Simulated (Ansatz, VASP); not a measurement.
# Gd in VASP and in Ansatz

Contents of INCAR:

```
ALGO = Normal
EDIFF = 1E-7
ENCUT = 520
GGA = PS
ISIF = 2
ISMEAR = -1
ISPIN = 2
LASPH = T
LCHARG = F
LDAU = T
LDAUJ = 0
LDAUL = 3
LDAUPRINT = 1
LDAUTYPE = 2
LDAUU = 2
LMAXMIX = 6
LORBIT = 11
LREAL = F
LWAVE = F
MAGMOM = 7
NBANDS = 19
NELM = 150
PREC = Accurate
SIGMA = 0.05
```

Contents of KPOINTS:

```
k-points
0
Gamma
  9 9 9
```

File POSCAR:

```
Gd
1.0
   -2.0250000000      2.0250000000      2.0250000000
    2.0250000000     -2.0250000000      2.0250000000
    2.0250000000      2.0250000000     -2.0250000000
Gd
1
Direct
    0.0000000000      0.0000000000      0.0000000000
```

Contents of input.yaml:

```yaml
crystal:
  lattice:
    - [-2.025, 2.025, 2.025]
    - [2.025, -2.025, 2.025]
    - [2.025, 2.025, -2.025]
  atoms:
    - { symbol: Gd, position: [0.0, 0.0, 0.0], spin: 7.0 }
kpoints:
  mp_grid: { grid: [9, 9, 9] }
scf:
  occupations: { method: fermi_dirac, width: 0.05 }
hamiltonian:
  xc: pbesol
  pseudopotentials: { kind: all_electron, lapw: { basis_error: 0.001 } }
  hubbard:
    sites: [{ species: Gd, l: f, u_eff: 2 }]
    double_counting: fll
    projectors: ortho-atomic
magnetization:
  spin_polarized: true
output:
  forces: true
  stress: true
  eigenvalues: true
  dos: { projected: false, de: 0.1, e_range: [-20, 10] }
  hubbard: {}
```

Alike in both runs: functional PBEsol; k mesh 9 × 9 × 9; occupations fermi-dirac, width 0.05 eV; collinear spin; Hubbard terms Gd f U = 2.0 eV.

```csv
,VASP,Ansatz
version,VASP 6.6.1,Ansatz 0.2.0
potentials or method,"VASP PAW PBE potentials, release 64 (Gd)","all-electron LAPW, scalar-relativistic"
plane-wave cutoff (eV),520,see its input
task,single point,density of states
```

VASP gave:

| Property | Result |
| --- | --- |
| gap on the k mesh at the Fermi level (eV) | none |
| pressure (GPa) | -2.2 |
| net moment per atom (μB) | 7.77 |
| size of the moment on the site where the two differ most (μB) | 7.11 |

Task: What did Ansatz give for the same quantities?

Result: gap on the k mesh at the Fermi level (eV): none; pressure (GPa): -2.2; net moment per atom (μB): 7.78; size of the moment on the site where the two differ most (μB): 7.58.

Site moments also hang on the region over which each program counts them. The programs project onto different local orbitals, so the same U acts differently. A gap of «none» marks a metal or a gap that the smearing closes. Ansatz ran all-electron here, so the differences hold the error of VASP's frozen core and of both bases.

Caveats: spin-orbit coupling is left out, which moves the levels of the heavy elements; the PAW data sets were made with another functional, which shifts forces and pressure a little (VASP); the magnetic state may not be the lowest (Ansatz); an open f shell can end in a state above the lowest (Ansatz); U is the effective U less J, on atomic orbitals that reach past the spheres (Ansatz); the density of states is complete only up to the lowest level of the last band computed (Ansatz). The state reached can hang on the start; a lower one may exist.
